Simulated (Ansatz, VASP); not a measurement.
**CdTe: VASP beside Ansatz**

```
Cd Te
1.0
     0.00000    3.09506    3.09506
     3.09506    0.00000    3.09506
     3.09506    3.09506    0.00000
Cd Te
1 1
Direct
  0.00000 0.00000 0.00000
  0.50000 0.50000 0.50000
```

Measurements of this composition are mostly on another form, of space group No. 216.

Alike in both runs: task single point; functional LDA; k mesh 6 × 6 × 6; occupations gaussian, width 0.05 eV; no spin polarisation.

|  | VASP | Ansatz |
| --- | --- | --- |
| version | VASP 6.6.1 | Ansatz 0.2.0 |
| potentials or method | VASP PAW LDA potentials, release 64 (Cd, Te) | scalar-relativistic, plane waves, PAW |
| plane-wave cutoff (eV) | 520 | 420 |
| valence electrons in the cell | 18 | 36 |

```tsv
	VASP	Ansatz	Ansatz less VASP
gap on the k mesh at the Fermi level (eV)	none	none	-
pressure (GPa)	-5.4	-5.6	-0.20
```

A gap of «none» marks a metal or a gap that the smearing closes. The two sets of potentials don't hold the same shells in valence.

The runs have no spin-orbit coupling, so splittings on Te are missing.
